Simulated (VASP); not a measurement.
# Sb (P2_1/m) in VASP: notebook, part 2 of 2

VASP 6.6.1. The steps go on from the part before.

## (3) Relaxation of cell and atoms, LDA, target pressure 10 GPa, at which the enthalpy is minimised

The input, INCAR:

```
PREC     = Accurate       # precision mode
ENCUT    = 600            # plane-wave cutoff, eV
EDIFF    = 1E-6           # SCF threshold, eV
ISMEAR   = -1             # smearing method
SIGMA    = 0.05           # smearing width, eV
LREAL    = F              # projectors in reciprocal space
LASPH    = T              # aspherical terms in the spheres
NELM     = 100            # most SCF steps
ALGO     = Normal         # electronic algorithm
ISIF     = 3              # what is computed and relaxed
LWAVE    = F              # write WAVECAR
LCHARG   = F              # write CHGCAR
IBRION   = 2              # ionic algorithm
NSW      = 40             # ionic steps
EDIFFG   = -0.01          # ionic threshold
PSTRESS  = 100
```

The input, KPOINTS:

```
regular mesh
0
Gamma
  9 6 6
```

The input, POSCAR:

```
Sb
1.0
    3.1224020000      0.0000000000      0.0000000000
    0.0000000000      4.3475180000      0.0000000000
   -0.0389150000      0.0000000000      4.4058520000
Sb
2
Direct
    0.0113890000      0.2500000000      0.2411660000
    0.9886110000      0.7500000000      0.7588340000
```

Potentials or basis: VASP PAW LDA potentials, release 64 (Sb).

Launch:

```sh
$ cat potpaw_LDA.64/Sb/POTCAR > POTCAR
$ mpirun -np 1 vasp_std > vasp.out
```

OUTCAR:

```text
PREC = Accurate
   ENCUT = 600
   EDIFF = 1E-6
   ISMEAR = -1
   LREAL = F
   LASPH = T
   NELM = 100
   ISIF = 3
   IBRION = 2
   NSW = 40
   EDIFFG = -0.01
   PSTRESS = 100

 ion  position               nearest neighbor table
   1  0.011  0.250  0.241-   2 3.04   2 3.04   2 3.15   2 3.15
   2  0.989  0.750  0.759-   1 3.04   1 3.04   1 3.15   1 3.15

  LATTYP: Found a simple monoclinic cell.
 ALAT       =     3.1224020000
 B/A-ratio  =     1.3923633152
 C/A-ratio  =     1.4111007668
 COS(beta)  =    -0.0088322263

  Lattice vectors:

 A1 = (   3.1224020000,   0.0000000000,   0.0000000000)
 A2 = (   0.0000000000,   4.3475180000,   0.0000000000)
 A3 = (  -0.0389150000,   0.0000000000,   4.4058520000)

Analysis of symmetry for initial positions (statically):
=====================================================================
 Subroutine PRICEL returns:
 Original cell was already a primitive cell.

 Routine SETGRP: Setting up the symmetry group for a
 simple monoclinic supercell.

 Subroutine GETGRP returns: Found  4 space group operations
 (whereof  2 operations were pure point group operations)
 out of a pool of  4 trial point group operations.

The static configuration has the point symmetry S_2 .
 The point group associated with its full space group is C_2h.
[... 142 lines left out ...]
   IVDW    =     0    specifies the selected vdW correction
   LEPSILON=     F    determine dielectric tensor
   LRPA    =     F    only Hartree local field effects (RPA)
 conjugate gradient relaxation of ions
 non-spin polarized calculation
  energy-cutoff  :      600.00
  volume of cell :       59.81
 maximum number of plane-waves:      2017
 NGX is ok and might be reduce to    28
   NGX = 13   NGY = 17   NGZ = 17

--------------------------------------- Ionic step        1  -------------------------------------------

 number of electron      10.0000000 magnetization

 Free energy of the ion-electron system (eV)
  ---------------------------------------------------
  ext. energy  EPLUGINS =         0.00000000
  ---------------------------------------------------
  free energy    TOTEN  =        -9.53271467 eV

  energy without entropy =       -9.51961566  energy(sigma->0) =       -9.52616516

 E-fermi :   7.0781     XC(G=0):  -9.7914

 val. band max:        7.0734415088   @ k =   0.4444   0.3333   0.1667
 cond. band min:       7.0862019009   @ k =  -0.4444   0.0000   0.3333
 fundamental gap:      0.0127603921
 Fermi energy:         7.0781250065
[... 694 lines left out ...]
  energy  without entropy=       -9.4114870393  energy(sigma->0) =       -9.41659068

  enthalpy is  TOTEN    =        -6.2507097134 eV   P V=        3.1709845981

[... ionic steps 4 to 32 ...]

--------------------------------------- Ionic step       33  -------------------------------------------

 number of electron      10.0000000 magnetization

------------------------ aborting loop because EDIFF is reached ----------------------------------------
[... 71 lines left out ...]
--------------------------------------- Ionic step       35  -------------------------------------------

 number of electron      10.0000000 magnetization

 Free energy of the ion-electron system (eV)
  ---------------------------------------------------
  ext. energy  EPLUGINS =         0.00000000
  ---------------------------------------------------
  free energy    TOTEN  =        -9.40232983 eV

  energy without entropy =       -9.39442303  energy(sigma->0) =       -9.39837643

 E-fermi :   9.5076     XC(G=0): -10.5390

 val. band max:        9.4706846642   @ k =   0.3333   0.0000   0.3333
 cond. band min:       9.5490335480   @ k =   0.0000   0.1667   0.3333
 fundamental gap:      0.0783488838
 Fermi energy:         9.5075817036
[... 321 lines left out ...]
  energy  without entropy=       -9.3944230291  energy(sigma->0) =       -9.39837643

  enthalpy is  TOTEN    =        -6.2686889611 eV   P V=        3.1336408653

 reached required accuracy - stopping structural energy minimisation
```

OSZICAR:

```text
N       E                     dE             d eps       ncg     rms          rms(c)
DAV:   1     0.396717665431E+02    0.39672E+02   -0.38587E+03  2016   0.980E+02
DAV:   2    -0.783956156366E+01   -0.47511E+02   -0.46515E+02  2959   0.130E+02
[... 199 lines left out ...]
DAV:   2    -0.940353254934E+01   -0.17906E-07   -0.19745E-06  2024   0.115E-02
  34 F= -.62686791E+01 E0= -.62647239E+01  d E =-.630666E-05
       N       E                     dE             d eps       ncg     rms          rms(c)
DAV:   1    -0.940233061483E+01    0.12019E-02   -0.62349E-04  2496   0.172E-01    0.831E-03
DAV:   2    -0.940233075448E+01   -0.13964E-06   -0.18018E-05  2266   0.346E-02    0.541E-03
DAV:   3    -0.940232982643E+01    0.92804E-06   -0.16680E-06  1637   0.813E-03
  35 F= -.62686890E+01 E0= -.62647356E+01  d E =-.161455E-04
```

CONTCAR:

```text
Sb
   1.00000000000000
     2.9306977309763793    0.0000000000000000    0.0111580563231703
     0.0000000000000000    4.0681709612055448    0.0000000000000000
    -0.0208717317133200    0.0000000000000000    4.2109626124531276
  Sb
     2
Direct
     0.0033698993783785    0.2500000000000000    0.2498996410481861
     0.9966301006216214    0.7500000000000000    0.7501003589518137

  0.00000000E+00  0.00000000E+00  0.00000000E+00
  0.00000000E+00  0.00000000E+00  0.00000000E+00
```

It took 4.3 min on 1 thread of Intel Xeon 6975P-C (Granite Rapids), shared host; peak memory 0.22 GiB.

Results:

```
Free energy                                            : -9.4023 eV
Relaxed volume                                         : 25.10 Å³/atom
Relaxed cell                                           : a = 2.931 Å, b = 4.068 Å, c = 4.211 Å, α = 90.00°, β = 90.07°, γ = 90.00°
Space group after relaxing (to 0.05 Å)                 : Cmmm (No. 65)
Energy change on relaxing (the enthalpy is what falls) : +65.2 meV/atom
Ionic steps                                            : 35
Pressure after relaxing                                : 10.0 GPa
Largest force after relaxing                           : 0.007 eV/Å
Band gap on the k mesh                                 : none (metal or under the smearing width)
```

Forces in eV/Å, atoms in the order of the input:
```
Sb  -0.006  0.000  0.004
Sb   0.006  0.000 -0.004
```

The path:
| step | energy change (eV) | largest force (eV/Å) | pressure (GPa) | volume (Å³) |
| --- | --- | --- | --- | --- |
| 1 | 0.0000 | 0.0434 | -3.19 | 59.81 |
| 2 | 1.6028 | 0.9288 | 45.57 | 40.93 |
| 3 | 0.1110 | 0.3286 | 9.06 | 50.80 |
| 4 | 0.1307 | 0.3429 | 9.77 | 50.47 |
| 5 | 0.1417 | 0.3507 | 10.16 | 50.29 |
| 6 | 0.1405 | 0.2310 | 10.28 | 50.14 |
| 7 | 0.1436 | 0.1411 | 10.41 | 50.05 |
| 8 | 0.1459 | 0.0984 | 10.49 | 50.01 |
| 9 | 0.1111 | 0.0218 | 9.30 | 50.54 |
| 10 | 0.1199 | 0.0280 | 9.61 | 50.40 |
| 11 | 0.1360 | 0.0297 | 10.22 | 50.13 |
| 12 | 0.1305 | 0.0205 | 10.02 | 50.22 |
| 13 | 0.1295 | 0.0184 | 9.99 | 50.23 |
| 14 | 0.1268 | 0.0156 | 9.89 | 50.27 |
| 15 | 0.1274 | 0.0156 | 9.90 | 50.26 |
| 16 | 0.1291 | 0.0163 | 9.97 | 50.23 |
| 17 | 0.1326 | 0.0193 | 10.09 | 50.18 |
| 18 | 0.1399 | 0.0290 | 10.31 | 50.06 |
| 19 | 0.1351 | 0.0224 | 10.17 | 50.14 |
| 20 | 0.1344 | 0.0226 | 10.14 | 50.15 |
| 21 | 0.1323 | 0.0232 | 10.04 | 50.18 |
| 22 | 0.1319 | 0.0233 | 10.03 | 50.19 |
| 23 | 0.1312 | 0.0205 | 10.01 | 50.20 |
| 24 | 0.1290 | 0.0132 | 9.93 | 50.23 |
| 25 | 0.1249 | 0.0109 | 9.79 | 50.30 |
| 26 | 0.1277 | 0.0097 | 9.88 | 50.25 |
| 27 | 0.1288 | 0.0085 | 9.90 | 50.23 |
| 28 | 0.1322 | 0.0112 | 10.04 | 50.18 |
| 29 | 0.1318 | 0.0105 | 10.04 | 50.19 |
| 30 | 0.1317 | 0.0111 | 10.03 | 50.19 |
| 31 | 0.1317 | 0.0132 | 10.02 | 50.19 |
| 32 | 0.1309 | 0.0112 | 10.01 | 50.20 |
| 33 | 0.1288 | 0.0067 | 9.92 | 50.23 |
| 34 | 0.1292 | 0.0062 | 9.93 | 50.23 |
| 35 | 0.1304 | 0.0072 | 9.98 | 50.21 |

Final structure:
```xyz
2
Lattice="2.9307 0.0000 0.0112 0.0000 4.0682 0.0000 -0.0209 0.0000 4.2110" Properties=species:S:1:pos:R:3 pbc="T T T"
Sb    0.0047    1.0170    1.0524
Sb    2.9052    3.0511    3.1698
```

Levels at points of the mesh, in eV from the Fermi level:
| k point | band 1 | band 2 | band 3 | band 4 | band 5 | band 6 | band 7 | band 8 | band 9 |
| --- | --- | --- | --- | --- | --- | --- | --- | --- | --- |
| (0.00, 0.00, 0.00) | -14.00 | -7.53 | -4.71 | -4.23 | 1.43 | 3.48 | 3.50 | 3.63 | 6.92 |
| (0.00, 0.50, 0.00) | -11.82 | -11.82 | -2.05 | -2.05 | -1.39 | -1.39 | 5.65 | 5.65 | 8.58 |
| (0.00, 0.00, 0.50) | -11.94 | -11.93 | -1.75 | -1.74 | -0.96 | -0.96 | 5.55 | 5.55 | 7.73 |
| (0.00, 0.50, 0.50) | -10.89 | -10.89 | -6.97 | -6.97 | 6.10 | 6.10 | 6.12 | 6.12 | 9.15 |

Caveat: the cell is relaxed towards a set pressure, so the enthalpy falls and the energy may rise; the volume moved by over 15 % at a fixed basis, so the end points are rough. Spin-orbit coupling is left out, which matters for the levels of Sb.
